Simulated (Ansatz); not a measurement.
Runs of Ansatz 0.2.0 on Sb. Symmetry: R-3m, No. 166, trigonal system. The conventional cell has a = 4.308 Å, b = 4.308 Å, c = 11.274 Å, α = 90.00°, β = 90.00°, γ = 120.00°. Sb (site symmetry 3m) is surrounded by 3 Sb at 2.91 Å. 

| task | level | cutoff (eV) | points for each segment of the path | gap on the mesh (eV) | pressure (GPa) | largest force (eV/Å) |
| --- | --- | --- | --- | --- | --- | --- |
| single point | PBE0 | 420 | - | (b) | 0.7 | 0.40 |
| band structure | PBEsol | 420 | 14 | - | 0.1 | 0.14 |
| band structure | PBE | 420 | 14 | - | 2.7 | 0.07 |
| band structure | r2SCAN | 500 | 14 | (a) | (c) | (d) |
| single point | r2SCAN0 | 500 | - | 0.82 | 0.4 | 0.51 |

Alike in all rows: potentials or basis Ansatz PAW; no spin polarisation; cell as given; k mesh 4 × 4 × 4; smearing fermi-dirac 0.05 eV; the mesh is coarse, so values aren't converged.

Q: Estimate the missing entries.

A: (a) 0.23; (b) 0.81; (c) 1.8; (d) 0.21.

Caveats: all runs use coarse meshes; spin-orbit coupling is left out, which moves the levels of the heavy elements; the PAW data sets come from PBE, with cores solved anew for the run's functional, which leaves a small shift of forces and pressure (some runs); the thresholds are loose for stress (some runs); the k mesh misses the band edges, so the gap on the mesh is wider than the one along the path (some runs).

A k mesh can miss the band edges, and the runs leave out spin-orbit coupling on Sb.
